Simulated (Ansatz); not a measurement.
CoSi (Pm-3m); volume scaled by 0.85, start moments a quarter as large.

```yaml
crystal:
  lattice:
    - [2.63467, 0.00000, 0.00000]
    - [0.00000, 2.63467, 0.00000]
    - [0.00000, 0.00000, 2.63467]
  atoms:
    - { symbol: Co, position: [0.00000, 0.00000, 0.00000] }
    - { symbol: Si, position: [0.50000, 0.50000, 0.50000] }
```

The reference geometry is a structure from the Materials Project; nothing is relaxed.

Functional, mesh and filling: PBE, 14×14×14 k mesh, Fermi–Dirac smearing of 0.03 eV. PAW means Ansatz 0.2.0 on its default frozen-core files. Site moments are integrated in spheres about the atoms. Start moments (μB): Co1 0.5.

The self-consistent cycle went as follows.

```tsv
iteration	Harris–Foulkes energy less the last (meV)	density residual (eV)	M (μB)	∫|m| (μB)
1	-327.562	1.4e+00	0.2111	0.2335
2	-154.025	3.0e-01	0.2430	0.2606
3	-50.344	1.3e-01	0.2351	0.2483
4	3.821	1.2e-03	0.2525	0.2636
5	1.376	3.7e-04	0.2481	0.2613
6	0.422	2.1e-04	0.2479	0.2604
7	0.280	2.2e-05	0.2462	0.2580
8	-0.511	4.5e-03	0.2484	0.2591
9	0.134	6.1e-06	0.2448	0.2559
10	0.021	7.9e-07	0.2388	0.2484
11	0.026	2.8e-06	0.2340	0.2432
12	0.008	1.2e-06	0.2240	0.2327
13	0.000	8.5e-09	0.2129	0.2210
14	0.000	7.3e-09	0.2151	0.2234
15	0.000	2.1e-09	0.2147	0.2229
16	0.000	2.3e-11	0.2146	0.2229
```

Site moments (μB): Co1 0.21, Si2 0.00. Cell moment 0.21 μB.

The Ansatz runs typed with the search for lower states off end where their start leads. The magnetic state is the one that this cell and start allow. It needn't be the compound's measured order, which may need a larger cell or be absent.
